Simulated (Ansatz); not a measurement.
# 1T-MgBr2/h-BN heterobilayer (122 atoms): geometry optimisation

Wanted: the relaxed structure of 1T-MgBr2/h-BN heterobilayer (122 atoms) and its electronic structure.

Method: Kohn-Sham DFT, LDA, PAW (set soft_2), plane waves, in Ansatz 0.2.0.

Report form: the programs' logs are mostly left out.

### 1. The starting structure

The cell holds 122 atoms: 16 Mg, 32 Br, 37 B and 37 N. Cell: a = 15.256 Å, b = 15.256 Å, c = 20.370 Å, α = 90.0°, β = 90.0°, γ = 120.0°. It derives from MgBr2 and BN. 16 cells of 1T-MgBr2 (a = 3.82 Å, strained -0.16 %) and 37 cells of h-BN (a = 2.504 Å, +0.16 %) on one hexagonal cell, twist 25.28 deg; facing planes 3.37 Å apart; 14 Å of vacuum; displaced by a Gaussian of 0.01 Å. Regions: layer 1, 48 atoms (16 Mg and 32 Br); layer 2, 74 atoms (37 B and 37 N). Vacuum lies along c.

Before any run, some limits are plain. The functional has no dispersion term, which matters for the binding between molecules or layers, where LDA binds through overlap of densities alone. The Brillouin zone is sampled at Γ only, in a cell whose shortest periodic width is 13 Å.

### 2. Single point at the start

A single point comes first, to see the forces before anything moves.

The input, input.yaml:

```yaml
crystal:
  lattice:
    - [15.2556, 0.0, 0.0]
    - [-7.6278, 13.21174, 0.0]
    - [0.0, 0.0, 20.37]
  atoms:
    - { symbol: Mg, position: [0.99895, 0.99885, 0.41726] }
    - { symbol: Br, position: [0.08271, 0.16718, 0.49048] }
    - { symbol: Br, position: [0.16718, 0.08355, 0.34349] }
    - { symbol: Mg, position: [0.00116, 0.2509, 0.41808] }
    - { symbol: Br, position: [0.08316, 0.41699, 0.49149] }
    - { symbol: Br, position: [0.16609, 0.33197, 0.34369] }
    - { symbol: Mg, position: [0.99968, 0.50025, 0.41753] }
    - { symbol: Br, position: [0.08477, 0.6682, 0.49106] }
    - { symbol: Br, position: [0.16798, 0.58385, 0.34293] }
    - { symbol: Mg, position: [9.0e-05, 0.75041, 0.41706] }
    - { symbol: Br, position: [0.08311, 0.91661, 0.49079] }
    - { symbol: Br, position: [0.1666, 0.83345, 0.34455] }
    - { symbol: Mg, position: [0.25038, 0.00085, 0.41708] }
    - { symbol: Br, position: [0.33319, 0.16719, 0.49042] }
    - { symbol: Br, position: [0.4164, 0.08394, 0.34336] }
    - { symbol: Mg, position: [0.25035, 0.25095, 0.41688] }
    - { symbol: Br, position: [0.33363, 0.41622, 0.49051] }
    - { symbol: Br, position: [0.41705, 0.3329, 0.3438] }
    - { symbol: Mg, position: [0.25055, 0.49938, 0.41684] }
    - { symbol: Br, position: [0.33392, 0.66628, 0.49081] }
    - { symbol: Br, position: [0.41692, 0.58316, 0.34368] }
    - { symbol: Mg, position: [0.25014, 0.7525, 0.41708] }
    - { symbol: Br, position: [0.33285, 0.91739, 0.4913] }
    - { symbol: Br, position: [0.41814, 0.83459, 0.34361] }
    - { symbol: Mg, position: [0.50008, 0.00061, 0.41706] }
    - { symbol: Br, position: [0.58232, 0.16691, 0.49062] }
    - { symbol: Br, position: [0.66647, 0.08306, 0.34357] }
    - { symbol: Mg, position: [0.50046, 0.25112, 0.41656] }
    - { symbol: Br, position: [0.58263, 0.41593, 0.49044] }
    - { symbol: Br, position: [0.66734, 0.33369, 0.3433] }
    - { symbol: Mg, position: [0.49926, 0.49934, 0.41707] }
    - { symbol: Br, position: [0.584, 0.66726, 0.49083] }
    [... 84 atom lines left out ...]
    - { symbol: B, position: [0.18177, 0.62862, 0.65608] }
    - { symbol: "N", position: [0.1744, 0.53059, 0.65629] }
    - { symbol: B, position: [0.29057, 0.81887, 0.65685] }
    - { symbol: "N", position: [0.28272, 0.72029, 0.65551] }
    - { symbol: B, position: [0.26288, 0.52067, 0.65666] }
    - { symbol: "N", position: [0.25436, 0.42152, 0.65547] }
kpoints:
  mp_grid: { grid: [1, 1, 1] }
hamiltonian:
  xc: lda
scf:
  occupations: { method: gaussian, width: 0.025 }
output:
  forces: true
  populations: true
  dos:
    method: { smearing: { sigma: 0.15 } }
    de: 0.1
    projected:
      site_lists:
        B: [B]
        Br: [Br]
        Mg: [Mg]
        "N": ["N"]
        layer_1: [0, 1, 2, 3, 4, 5, 6, 7, 8, 9, 10, 11, 12, 13, 14, 15, 16, 17, 18, 19, 20, 21, 22, 23, 24, 25, 26, 27, 28, 29, 30, 31, 32, 33, 34, 35, 36, 37, 38, 39, 40, 41, 42, 43, 44, 45, 46, 47]
        layer_2: [48, 49, 50, 51, 52, 53, 54, 55, 56, 57, 58, 59, 60, 61, 62, 63, 64, 65, 66, 67, 68, 69, 70, 71, 72, 73, 74, 75, 76, 77, 78, 79, 80, 81, 82, 83, 84, 85, 86, 87, 88, 89, 90, 91, 92, 93, 94, 95, 96, 97, 98, 99, 100, 101, 102, 103, 104, 105, 106, 107, 108, 109, 110, 111, 112, 113, 114, 115, 116, 117, 118, 119, 120, 121]
  eigenvalues: true
```

Run with:

```
$ ansatz run input.yaml --threads 8 --pin off --max-ram 15872MiB --backend cpu --events-out ev --progress --plain --runs-dir out
```

Run time: 43 s. Hardware: 8 threads of Arm Neoverse V2, shared host; peak memory 4.8 GiB; 5.4 min of CPU time.

Read from the output:

| Item | Value |
| --- | --- |
| free energy | -136173.3147 eV |
| free energy per atom | -1116.1747 eV/atom |
| SCF cycles | 8 |
| r.m.s. force component | 0.3814 eV/Å |
| longest force | 1.694 eV/Å |
| Fermi energy | 0.1061 eV |
| gap (highest filled to lowest empty level) | 3.696 eV |
| spilling of the projection | 0.008167 |

The r.m.s. force component of 0.38 eV/Å sets the starting point.

Length of the force by element:

```tsv
element	coordination	atoms	mean length of the force (eV/Å)	spread	least	most
B	all	37	0.793	0.354	0.179	1.69
Br	all	32	0.183	0.0465	0.0612	0.277
Mg	all	16	0.078	0.0459	0.0101	0.196
N	all	37	0.728	0.348	0.150	1.6
```

### 3. Relaxation

With the cell held, the atoms are moved downhill towards a nearby minimum.

input.yaml, the sections that differ from step 2:

```yaml
output:
  forces: true
relax:
  f_tol: 0.05
  max_steps: 114
# crystal, kpoints, hamiltonian, scf: as in step 2
```

Elapsed: 66 s, on 8 threads; peak memory 4.7 GiB; 8.4 min of CPU time.

Step by step:

```tsv
step	energy less that of the first step (eV)	largest force component (eV/Å)
1	0.0000	1.4286
2	-0.2993	0.7295
3	-0.5135	0.0250
4	-0.5135	0.0249
```

The atoms that moved most (Å):

```tsv
atom	dx	dy	dz	length
Br44	0.018	0.015	-0.059	0.064
Br47	-0.003	-0.003	-0.050	0.050
Br36	-0.016	0.009	0.045	0.049
Br8	-0.019	-0.014	-0.041	0.048
Br15	0.013	-0.006	0.045	0.047
Br9	-0.012	-0.003	0.044	0.046
Br42	-0.001	-0.016	0.041	0.044
Br24	-0.012	-0.013	0.041	0.044
```

The relaxation changed the energy by -4.21 meV/atom, and atoms moved by 0.024 Å r.m.s., 0.064 Å at most.

### 4. Distances and neighbours after relaxation

Bonds before and after, by the cutoffs listed below:

```tsv
pair	bonds before	bonds after	mean before (Å)	mean after (Å)	spread before (Å)	spread after (Å)
B-N	111	111	1.448	1.448	0.013	0.000
Br-Mg	96	96	2.665	2.648	0.013	0.002
```

Normalised to the volume that the atoms fill. Pair distribution functions g(r), in bins of 0.2 Å:

```tsv
r (Å)	total	B-B	B-N	B-Br	B-Mg	N-N	N-Br
1.40	4.93	0.00	26.80	0.00	0.00	0.00	0.00
1.60	0.00	0.00	0.00	0.00	0.00	0.00	0.00
1.80	0.00	0.00	0.00	0.00	0.00	0.00	0.00
2.00	0.00	0.00	0.00	0.00	0.00	0.00	0.00
2.20	0.00	0.00	0.00	0.00	0.00	0.00	0.00
2.40	0.00	0.00	0.00	0.00	0.00	0.00	0.00
2.60	4.38	17.10	0.00	0.00	0.00	17.10	0.00
2.80	1.21	0.00	6.60	0.00	0.00	0.00	0.00
3.00	0.00	0.00	0.00	0.00	0.00	0.00	0.00
3.20	0.00	0.00	0.00	0.00	0.00	0.00	0.00
3.40	0.11	0.00	0.00	0.38	0.00	0.00	0.33
3.60	0.49	0.00	0.00	0.52	0.00	0.00	0.57
3.80	2.44	0.00	7.45	0.59	0.00	0.00	0.59
4.00	0.15	0.00	0.00	0.46	0.00	0.00	0.49
4.20	0.15	0.00	0.00	0.52	0.00	0.00	0.42
4.40	1.23	5.80	0.00	0.50	0.00	5.80	0.53
4.60	0.54	0.00	0.00	0.43	0.00	0.00	0.46
4.80	0.16	0.00	0.00	0.47	0.14	0.00	0.47
5.00	1.07	4.32	0.00	0.43	0.86	4.32	0.41
5.20	1.13	0.00	3.99	0.38	0.84	0.00	0.44
5.40	0.26	0.00	0.00	0.41	0.77	0.00	0.33
5.60	0.24	0.00	0.00	0.36	0.61	0.00	0.42
5.80	0.53	0.00	1.64	0.37	0.84	0.00	0.29
6.00	0.71	0.00	0.00	0.33	0.72	0.00	0.46
6.20	0.19	0.00	0.00	0.33	0.56	0.00	0.25
6.40	0.81	0.00	2.72	0.58	0.72	0.00	0.64
6.60	1.71	4.96	0.00	0.66	0.57	4.96	0.59
6.80	0.29	0.00	0.00	0.63	0.66	0.00	0.60
```

Bonds by pair of elements; cutoffs follow the first minimum of g(r), held within bounds set by covalent radii, and pairs that aren't listed don't count as bonded:

```tsv
pair A-B	cutoff (Å)	bonds	mean length (Å)	spread (Å)	shortest (Å)	B about A	A about B
B-N	1.82	111	1.45	0	1.45	3	3
Br-Mg	3.08	96	2.65	0.002	2.64	3	6
```

How many atoms have how many bonded neighbours:

```tsv
element	mean	3	6
B	3	37	0
Br	3	32	0
Mg	6	0	16
N	3	37	0
```

Bond angles, per cent of each kind in bins of 5°:

```tsv
angle (°)	Br-Mg-Br	N-B-N	B-N-B	Mg-Br-Mg
85–90	40.0	0.0	0.0	0.0
90–95	40.0	0.0	0.0	100.0
95–100	0.0	0.0	0.0	0.0
100–105	0.0	0.0	0.0	0.0
105–110	0.0	0.0	0.0	0.0
110–115	0.0	0.0	0.0	0.0
115–120	0.0	48.6	52.3	0.0
120–125	0.0	51.4	47.7	0.0
125–130	0.0	0.0	0.0	0.0
130–135	0.0	0.0	0.0	0.0
135–140	0.0	0.0	0.0	0.0
140–145	0.0	0.0	0.0	0.0
145–150	0.0	0.0	0.0	0.0
150–155	0.0	0.0	0.0	0.0
155–160	0.0	0.0	0.0	0.0
160–165	0.0	0.0	0.0	0.0
165–170	0.0	0.0	0.0	0.0
170–175	0.0	0.0	0.0	0.0
175–180	20.0	0.0	0.0	0.0
```

Bond angles (no mean is given where the spread exceeds 20°):

```tsv
angle	count	mean (°)	spread (°)
Br-Mg-Br	240	-	-
N-B-N	111	120	0
B-N-B	111	120	0
Mg-Br-Mg	96	92.1	0.1
```

By these cutoffs all B atoms have 3, all Br atoms have 3, all Mg atoms have 6 and all N atoms have 3 bonded neighbours.

### 5. Single point at the relaxed geometry

The electronic structure is read at the final geometry, in a run of its own.

The input, input.yaml:

```yaml
crystal:
  lattice:
    - [15.2556, 0.0, 0.0]
    - [-7.6278, 13.21174, 0.0]
    - [0.0, 0.0, 20.37]
  atoms:
    - { symbol: Mg, position: [0.99952, 0.99965, 0.41678] }
    - { symbol: Br, position: [0.08303, 0.1661, 0.4896] }
    - { symbol: Br, position: [0.16675, 0.08358, 0.34502] }
    - { symbol: Mg, position: [4.0e-05, 0.24996, 0.41772] }
    - { symbol: Br, position: [0.08343, 0.41706, 0.48964] }
    - { symbol: Br, position: [0.1667, 0.33342, 0.34545] }
    - { symbol: Mg, position: [0.00016, 0.50023, 0.41688] }
    - { symbol: Br, position: [0.08298, 0.66714, 0.48904] }
    - { symbol: Br, position: [0.16706, 0.58359, 0.3451] }
    - { symbol: Mg, position: [0.00013, 0.75019, 0.41609] }
    - { symbol: Br, position: [0.08266, 0.91628, 0.48896] }
    - { symbol: Br, position: [0.16729, 0.83385, 0.3446] }
    - { symbol: Mg, position: [0.25002, 0.00028, 0.41723] }
    - { symbol: Br, position: [0.33318, 0.1668, 0.48983] }
    - { symbol: Br, position: [0.41699, 0.08348, 0.34555] }
    - { symbol: Mg, position: [0.24998, 0.25001, 0.41738] }
    - { symbol: Br, position: [0.33362, 0.41678, 0.4896] }
    - { symbol: Br, position: [0.41677, 0.33308, 0.34527] }
    - { symbol: Mg, position: [0.25021, 0.50042, 0.41741] }
    - { symbol: Br, position: [0.33307, 0.66673, 0.48983] }
    - { symbol: Br, position: [0.41678, 0.58345, 0.34529] }
    - { symbol: Mg, position: [0.25002, 0.75044, 0.41731] }
    - { symbol: Br, position: [0.3327, 0.91678, 0.48982] }
    - { symbol: Br, position: [0.41691, 0.83364, 0.34561] }
    - { symbol: Mg, position: [0.5001, 9.0e-05, 0.41803] }
    - { symbol: Br, position: [0.58375, 0.16707, 0.49014] }
    - { symbol: Br, position: [0.66657, 0.08325, 0.34573] }
    - { symbol: Mg, position: [0.50028, 0.25004, 0.41765] }
    - { symbol: Br, position: [0.58426, 0.41718, 0.48941] }
    - { symbol: Br, position: [0.66672, 0.33282, 0.34513] }
    - { symbol: Mg, position: [0.50023, 0.4999, 0.41713] }
    - { symbol: Br, position: [0.58376, 0.66626, 0.48941] }
    [... 84 atom lines left out ...]
    - { symbol: B, position: [0.18278, 0.62926, 0.65641] }
    - { symbol: "N", position: [0.17381, 0.53016, 0.65614] }
    - { symbol: B, position: [0.29089, 0.81844, 0.6562] }
    - { symbol: "N", position: [0.28187, 0.71934, 0.65621] }
    - { symbol: B, position: [0.26389, 0.52114, 0.65622] }
    - { symbol: "N", position: [0.25484, 0.42202, 0.65629] }
kpoints:
  mp_grid: { grid: [1, 1, 1] }
hamiltonian:
  xc: lda
scf:
  occupations: { method: gaussian, width: 0.025 }
output:
  forces: true
  populations: true
  dos:
    method: { smearing: { sigma: 0.15 } }
    de: 0.1
    projected:
      site_lists:
        B: [B]
        Br: [Br]
        Mg: [Mg]
        "N": ["N"]
        layer_1: [0, 1, 2, 3, 4, 5, 6, 7, 8, 9, 10, 11, 12, 13, 14, 15, 16, 17, 18, 19, 20, 21, 22, 23, 24, 25, 26, 27, 28, 29, 30, 31, 32, 33, 34, 35, 36, 37, 38, 39, 40, 41, 42, 43, 44, 45, 46, 47]
        layer_2: [48, 49, 50, 51, 52, 53, 54, 55, 56, 57, 58, 59, 60, 61, 62, 63, 64, 65, 66, 67, 68, 69, 70, 71, 72, 73, 74, 75, 76, 77, 78, 79, 80, 81, 82, 83, 84, 85, 86, 87, 88, 89, 90, 91, 92, 93, 94, 95, 96, 97, 98, 99, 100, 101, 102, 103, 104, 105, 106, 107, 108, 109, 110, 111, 112, 113, 114, 115, 116, 117, 118, 119, 120, 121]
  eigenvalues: true
  write_density: true
  write_potential: true
  volumetric_format: npy
```

Elapsed: 45 s, on 8 threads; peak memory 4.8 GiB; 5.6 min of CPU time.

The program notes that the exchange-correlation potential is rough where the density is thin.

The run gave:

```
free energy                                      : -136173.8282 eV
free energy per atom                             : -1116.1789 eV/atom
SCF cycles                                       : 8
r.m.s. force component                           : 0.00604 eV/Å
longest force                                    : 0.02496 eV/Å
Fermi energy                                     : 0.09522 eV
gap (highest filled to lowest empty level) : 3.808 eV
potential in mid-vacuum, over the Fermi level    : 4.683 eV
potential 4.5 Å over the upper face              : 4.676 eV
potential 4.5 Å under the lower face             : 4.689 eV
spilling of the projection                       : 0.008135
```

Löwdin charges by element (they lack the spilled electrons, 0.045 e an atom on average):

```tsv
element	coordination	atoms	mean charge (e)	spread	least	most
B	all	37	0.384	0.0013	0.381	0.386
Br	all	32	-0.595	0.0089	-0.604	-0.586
Mg	all	16	1.40	0	1.40	1.40
N	all	37	-0.325	2.0e-4	-0.325	-0.325
```

By region:

```tsv
region	atoms	mean length of the force (eV/Å)
layer 1	48	0.007
layer 2	74	0.011
```

Density of states as counts of states in windows of 1 eV (from the Fermi level), total and the larger projections:

```tsv
from (eV)	to (eV)	total	layer 2	layer 1	Br p	N p	B p	Mg s
-10	-9	34.6	34.2	0.0	0.0	22.4	5.7	0.0
-9	-8	0.3	0.3	0.0	0.0	0.2	0.0	0.0
-8	-7	35.9	35.6	0.0	0.0	23.4	5.8	0.0
-7	-6	37.2	25.0	11.7	9.2	15.3	8.8	2.3
-6	-5	68.5	26.5	41.1	36.2	17.3	8.1	3.7
-5	-4	88.3	42.2	44.7	44.3	28.7	12.3	0.3
-4	-3	99.2	17.5	80.7	80.5	12.7	4.5	0.1
-3	-2	38.8	28.0	10.5	10.4	22.7	5.3	0.0
-2	-1	9.8	9.6	0.1	0.1	8.7	0.9	0.0
-1	1	0.0	0.0	0.0	0.0	0.0	0.0	0.0
1	2	1.6	0.0	1.4	0.2	0.0	0.0	0.9
2	3	8.3	0.4	5.1	1.1	0.0	0.3	3.8
3	4	76.7	33.7	18.9	5.0	5.0	27.7	12.6
4	5	42.0	6.3	1.3	0.6	0.8	3.6	0.6
```

Between -26 and -10 eV lie 139 more states.

About 128 of the 680 electrons lie in deeper levels, below the stored range.

The levels nearest the highest filled one (over half full), pooled over k-points and spins:

```tsv
level less the highest filled one (eV)	occupation
-0.0155	2
-0.0129	2
-0.0117	2
-0.0035	2
-0.0026	2
0	2
3.81	0
4.39	0
4.39	0
4.39	0
4.87	0
5.05	0
```

Planar average of the electrostatic potential energy along the normal, with the Fermi level as zero, after a running mean with a triangular window 4 Å wide at its base:

```tsv
height (Å)	potential energy (eV)
0.0	4.68
0.6	4.68
1.1	4.69
1.7	4.69
2.3	4.69
2.8	4.69
3.5	4.68
4.1	4.62
4.7	4.25
5.2	3.01
5.8	0.89
6.4	-1.76
6.9	-4.36
7.5	-5.75
8.1	-6.39
8.6	-6.61
9.2	-6.11
9.8	-5.27
10.5	-2.66
11.0	-0.44
11.6	-0.32
12.2	-2.31
12.7	-5.34
13.3	-7.46
13.9	-6.04
14.4	-2.59
15.0	1.04
15.6	3.69
16.1	4.53
16.7	4.65
17.4	4.67
18.0	4.68
18.5	4.68
19.1	4.68
19.7	4.68
20.2	4.68
```

Electrostatic potential energy in the ca plane at fractional y = 0.083, with atoms of Br and N and B within 0.2 Å of it. With pseudopotentials it is smooth inside the atoms' cores, unlike the true potential.

Ten even steps from '0' (-47 eV) to '9' (5 eV), each cell a mean:
```
99999975578999999999999988999999999999999999
99999700016999999999999988899999999999999999
99999720027999999999999732589999999999999999
99999987788999999999999732589999999999999999
99999999998888888999999732699999999999999999
99999999998888888999999600389999999999999999
99999975578999999999999977899999999999999999
99999700016999999999999999999999999999999999
99999720027999999999999877899999999999999999
99999987788999999999998500389999999999999999
99999999998888888999999732589999999999999999
99999999998888888999999721599999999999999999
99999975578999999999999721499999999999999999
99999700016999999999999988899999999999999999
99999720027999999999999999999999999999999999
99999987788999999999999877899999999999999999
99999999998888888999999732589999999999999999
99999999998888888999999866799999999999999999
99999974578999999999999865799999999999999999
99999700016999999999999865799999999999999999
99999720027999999999999866799999999999999999
99999987788999999999999977899999999999999999
99999999998888888999999843699999999999999999
99999999998888888999999876899999999999999999
```
Columns run along c (16.0 Å, from fractional 0.21 to 1.00 of the cell; values clipped at the 3rd and 97th percentile), rows up along a (15.3 Å). Atoms in or near the plane, at fractional coordinates: Br at (0.35, 0.17), Br at (0.35, 0.42), Br at (0.35, 0.67), Br at (0.35, 0.92), N at (0.66, 0.50), B at (0.66, 0.59), N at (0.66, 0.77).

Valence density in the ca plane at fractional y = 0.083, with atoms of Br and N and B within 0.2 Å of it. It is the smooth field of the valence electrons, not physical close to the nuclei.

Ten steps, logarithmic in the rise over the least value, from '0' (0.0 e/Å³) to '9' (3.3 e/Å³), each cell a mean:
```
00012466765322333211012345431000000000000000
00024676676421111100013466532000000000000000
00013677776421111100013567642100000000000000
00002356654323343321113567642100000000000000
00000122222234555431124689753100000000000000
00001123333234455431124799863100000000000000
00012466765322233211013567642100000000000000
00024676676421111100012334321000000000000000
00013677776421111100012455432000000000000000
00002356654323333321113566542100000000000000
00000122222234555431123577642100000000000000
00001123333234455421124799853100000000000000
00012466765322233211124799853100000000000000
00024676676421111100013466542000000000000000
00013677776421111100012344421000000000000000
00002356654323333321113567642100000000000000
00000122222234555431123577642100000000000000
00001123333234455421113566542100000000000000
00012466765322333211124688752100000000000000
00024676676421111100024688752100000000000000
00013677776421111100013466542100000000000000
00002356654323343321113567642100000000000000
00000122322234555431124689753100000000000000
00001123333234455431123577642100000000000000
```
Columns run along c (16.0 Å, from fractional 0.21 to 1.00 of the cell), rows up along a (15.3 Å). Atoms in or near the plane, at fractional coordinates: Br at (0.35, 0.17), Br at (0.35, 0.42), Br at (0.35, 0.67), Br at (0.35, 0.92), N at (0.66, 0.50), B at (0.66, 0.59), N at (0.66, 0.77).

Mean Löwdin charges: B +0.38, Br -0.60, Mg +1.40, N -0.32 e (they miss 0.81 % of the electrons, so they add up to more than the cell's charge). The largest share in the top eV of filled states is N p (71 % of the projected weight), and in the lowest eV of empty states Mg s (70 % of the projected weight). The potential stands 6.58 eV above the highest filled level over the upper face and 6.59 eV under the lower one, a reading of the ionisation potential at this level on the run's k-points.

A closer look about Mg31, one of the 16 Mg atoms: 13 atoms, nearest first, numbered in the order of the input, with positions taken from that point.

```tsv
atom	x	y	z	distance (Å)	bonds	Löwdin charge (e)
Mg31	0.00	0.00	0.00	0.00	6	1.40
Br32	0.01	2.20	1.47	2.65	3	-0.59
Br18	0.00	-2.20	-1.46	2.65	3	-0.60
Br21	-1.91	1.10	-1.46	2.65	3	-0.60
Br33	1.90	1.10	-1.48	2.65	3	-0.60
Br29	1.91	-1.09	1.47	2.65	3	-0.59
Br17	-1.91	-1.10	1.48	2.65	3	-0.59
Mg46	1.90	3.30	-0.01	3.81	6	1.40
Mg28	1.91	-3.30	0.01	3.81	6	1.40
Mg16	-1.91	-3.30	0.01	3.81	6	1.40
Mg43	3.82	0.00	-0.01	3.82	6	1.40
Mg34	-1.91	3.30	0.01	3.82	6	1.40
Mg19	-3.82	0.01	0.01	3.82	6	1.40
```

The column of bonds counts only the pairs B-N within 1.82 Å, Br-Mg within 3.08 Å; other neighbours, such as metal atoms beside each other in a compound, aren't counted, and periodic images can show an atom twice.

### 6. Results

```json
{
 "energy change in the relaxation": "-4.209 meV/atom",
 "r.m.s. displacement": "0.024 Å",
 "largest displacement": "0.064 Å",
 "free energy per atom": "-1116.1789 eV/atom",
 "r.m.s. force component": "0.00604 eV/Å",
 "gap (highest filled to lowest empty level)": "3.808 eV",
 "potential in mid-vacuum, over the Fermi level": "4.683 eV",
 "wall time of the 3 DFT runs": "2.6 min"
}
```

Relaxation lowers the energy by 4.21 meV/atom and moves atoms by 0.024 Å r.m.s.; the r.m.s. force component goes from 0.38 to 0.0060 eV/Å, and the gap from 3.70 to 3.81 eV. By the final cutoffs no bond was broken or made. From the first step to the last the energy fell by 0.514 eV, and the largest move was 0.06 Å (Br44). The Br-Mg bonds change most in mean length: from 2.665 Å (spread 0.013) to 2.648 Å (spread 0.002). With the cutoffs above, all B atoms have 3, all Br atoms have 3, all Mg atoms have 6 and all N atoms have 3 bonded neighbours. The highest filled and lowest empty levels differ by 3.81 eV at Γ alone; the mesh holds the band edges only if they fold onto it, so the gap at this level can be narrower or closed, while local or semilocal functionals tend to narrow gaps against experiment. The potential stands 6.58 eV above the highest filled level over the upper face and 6.59 eV under the lower one, a reading of the ionisation potential at this level on the run's k-points.

[Logs are printed without paths, hosts, clocks, repeated set-up lines and the standing remarks that a program may print on its own settings, such as how far it seeks lower states.]

[Hosts, paths, dates, database ids (printed as entryN), source tags and the programs' standing remarks are cut or masked in the printed files.]
